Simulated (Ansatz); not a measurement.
## TiPbO3 in Ansatz, relaxation

Input:

```yaml
crystal:
  lattice:
    - [3.94404424, 3.94404424, 0.0]
    - [3.94404424, -3.94404424, 0.0]
    - [0.0, 0.0, 4.18285069]
  atoms:
    - { symbol: Pb, position: [0.0, 0.0, 0.0] }
    - { symbol: Pb, position: [0.5, 0.5, 0.0] }
    - { symbol: Ti, position: [0.0, 0.5, 0.5368] }
    - { symbol: Ti, position: [0.5, 0.0, 0.5368] }
    - { symbol: O, position: [0.0, 0.5, 0.11] }
    - { symbol: O, position: [0.5, 0.0, 0.11] }
    - { symbol: O, position: [0.25, 0.25, 0.609] }
    - { symbol: O, position: [0.75, 0.75, 0.609] }
    - { symbol: O, position: [0.25, 0.75, 0.609] }
    - { symbol: O, position: [0.75, 0.25, 0.609] }
kpoints:
  mp_grid: { grid: [4, 4, 6], shift: [0, 0, 0] }
magnetization:
  spin_polarized: true
scf:
  occupations: { method: methfessel_paxton, width: 0.0531 }
  lower_state_search: "off"
hamiltonian:
  pseudopotentials: { kind: paw }
  xc: pbe
  hubbard:
    projectors: all-electron-ortho-atomic
    sites: [{ species: Ti, l: d, u_eff: 3.23 }]
basis:
  ecutwfc: 420
  fft_grid_basis: typed
relax:
  max_steps: 80
  cell: { p_target: 0.0 }
  f_tol: 0.03
output:
  forces: true
  stress: true
  eigenvalues: true
  bader: true
  populations: true
  elf: true
  write_potential: true
  volumetric_format: npy
  dos:
    e_range: [-12, 8]
    de: 0.05
    projected: { site_lists: { O: [O], Pb: [Pb], Ti: [Ti] } }
  write_density: true
checkpoint:
  read: saved_state
```

Launch command:

```bash
ansatz run input.yaml --threads 2 --pin off --max-ram 4096MiB --backend cpu --events-out ev --progress --plain --runs-dir out
```

Origin of the cell: a database entry, scaled a little.

The saved state is a converged single point of the same cell.

Steps («new basis» is an SCF on plane waves selected anew at the same cell):

| step | ΔF (meV/atom) | max force component (eV/Å) | P (GPa) | volume (Å³) | SCF iterations | step was |
| --- | --- | --- | --- | --- | --- | --- |
| 1 | 0.0 | 0.198 | 0.78 | 130.13 | 7 | accepted |
| 2 | -1.4 | 0.332 | 0.31 | 131.26 | 7 | accepted |
| 3 | -2.5 | 0.366 | -0.19 | 131.97 | 6 | accepted |
| 4 | -3.8 | 0.379 | -0.51 | 133.26 | 6 | accepted |
| 5 | -4.5 | 0.457 | 1.50 | 136.08 | 10 | accepted |
| 6 | -5.5 | 0.099 | -0.61 | 136.01 | 7 | accepted |
| 7 | -5.8 | 0.031 | -0.06 | 136.29 | 6 | accepted |
| 8 | -5.9 | 0.030 | 0.07 | 136.07 | 6 | accepted |
| 9 | -5.9 | 0.005 | 0.00 | 136.19 | 6 | accepted |
| 10 | -11.0 | 0.009 | 0.58 | 136.19 | 8 | new basis |
| 11 | -12.3 | 0.025 | 0.18 | 138.30 | 7 | accepted |
| 12 | -11.8 | 0.133 | 0.24 | 140.67 | 7 | accepted |
| 13 | -12.1 | 0.056 | -0.12 | 140.35 | 6 | accepted |
| 14 | -12.2 | 0.011 | -0.01 | 140.16 | 5 | accepted |
| 15 | -14.6 | 0.014 | 0.11 | 140.16 | 8 | new basis |
| 16 | -14.6 | 0.003 | 0.04 | 141.07 | 6 | accepted |
| 17 | -14.4 | 0.060 | -0.21 | 141.69 | 6 | accepted |
| 18 | -14.5 | 0.002 | 0.01 | 141.48 | 5 | accepted |
| 19 | -15.0 | 0.003 | 0.03 | 141.48 | 7 | new basis |
| 20 | -15.0 | 0.001 | 0.00 | 141.72 | 6 | accepted |
| 21 | -15.0 | 0.001 | 0.01 | 141.72 | 7 | new basis |

The starting structure.

Space group P4mm (No. 99); the run's cell has a = 5.578 Å, b = 5.578 Å, c = 4.183 Å, α = 90.00°, β = 90.00°, γ = 90.00°. Shortest distances: O–Ti 1.79 Å, O–Pb 2.56 Å, O–O 2.79 Å, Pb–Ti 3.40 Å.

The relaxed structure.

Space group P4mm (No. 99); the run's cell has a = 5.446 Å, b = 5.446 Å, c = 4.778 Å, α = 90.00°, β = 90.00°, γ = 90.00°. Shortest distances: O–Ti 1.75 Å, O–Pb 2.48 Å, O–O 2.72 Å, Pb–Ti 3.44 Å.

```xyz
10
Lattice="3.8508 3.8508 0.0000 3.8508 -3.8508 0.0000 0.0000 0.0000 4.7784" Properties=species:S:1:pos:R:3 pbc="T T T"
Pb    0.0000    0.0000   -0.2218
Pb    3.8508    0.0000   -0.2218
Ti    1.9254   -1.9254    2.4516
Ti    1.9254    1.9254    2.4516
O     1.9254   -1.9254    0.7040
O     1.9254    1.9254    0.7040
O     1.9254    0.0000    2.9885
O     5.7762    0.0000    2.9885
O     3.8508   -1.9254    2.9885
O     3.8508    1.9254    2.9885
```

```
Free energy lowered by  : 15.0 meV/atom
Volume change           : 8.90 %
Final pressure          : 0.01 GPa
Relaxation steps listed : 21
```

Caveats: no spin-orbit coupling, though heavy elements are present; spin is on but no moment was typed; the relaxation held the start's symmetry, so the end may be a saddle point.

It ran for 4.8 min on 2 threads of Arm Neoverse V1 (shared host), peak memory 0.67 GiB, from a saved density.
